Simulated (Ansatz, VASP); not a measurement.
**One calculation of Fe, two programs**

The input INCAR:

```
SYSTEM = Fe
PREC = Accurate ; ENCUT = 520
EDIFF = 1E-6 ; ISMEAR = 0
SIGMA = 0.15 ; LREAL = .False.
LASPH = .True. ; NELM = 150
ALGO = Normal ; ISIF = 2
LWAVE = .False. ; LCHARG = .False.
ISPIN = 2 ; MAGMOM = 2.44
LORBIT = 11 ; LMAXMIX = 4
GGA = PE ; NBANDS = 14
```

File KPOINTS:

```
Automatic mesh
0
Gamma
  10 10 10
  0 0 0
```

POSCAR

```
Fe
1.0
   -1.4677340298      1.4157750842      1.3166708283
    1.4677340298     -1.4157750842      1.3166708283
    1.4677340298      1.4157750842     -1.3166708283
Fe
1
Direct
    0.0000000000      0.0000000000      0.0000000000
```

Input for Ansatz:

```yaml
crystal:
  lattice:
    - [-1.4677340298, 1.4157750842, 1.3166708283]
    - [1.4677340298, -1.4157750842, 1.3166708283]
    - [1.4677340298, 1.4157750842, -1.3166708283]
  atoms:
    - { symbol: Fe, position: [0.0, 0.0, 0.0], spin: 2.44 }
basis:
  ecutwfc: 520.0
kpoints:
  mp_grid: { grid: [10, 10, 10] }
hamiltonian:
  xc: pbe
scf:
  occupations: { method: gaussian, width: 0.15 }
output:
  forces: true
  stress: true
  eigenvalues: true
  populations: true
magnetization:
  spin_polarized: true
```

Change from the starting cell: normal strain along x +0.0367, normal strain along z -0.0700.

Alike in both runs: task single point; functional PBE; k mesh 10 × 10 × 10; occupations gaussian, width 0.15 eV; collinear spin.

|  | VASP | Ansatz |
| --- | --- | --- |
| version | VASP 6.6.1 | Ansatz 0.2.0 |
| potentials or method | VASP PAW PBE potentials, release 64 (Fe) | scalar-relativistic, plane waves, PAW |
| plane-wave cutoff (eV) | 520 | 520 |
| valence electrons in the cell | 8 | 16 |

Ansatz gave:

- gap on the k mesh at the Fermi level (eV): none
- pressure (GPa): 8.7
- largest component of the traceless stress (GPa): 11.76
- net moment per atom (μB): 2.11
- size of the moment on the site where the two differ most (μB): 2.15

Task: Estimate VASP's values.

Result: gap on the k mesh at the Fermi level (eV): none; pressure (GPa): 8.7; largest component of the traceless stress (GPa): 11.57; net moment per atom (μB): 2.14; size of the moment on the site where the two differ most (μB): 2.13.

Site moments also hang on the region over which each program counts them. A gap of «none» marks a metal or a gap that the smearing closes. The two sets of potentials don't hold the same shells in valence.
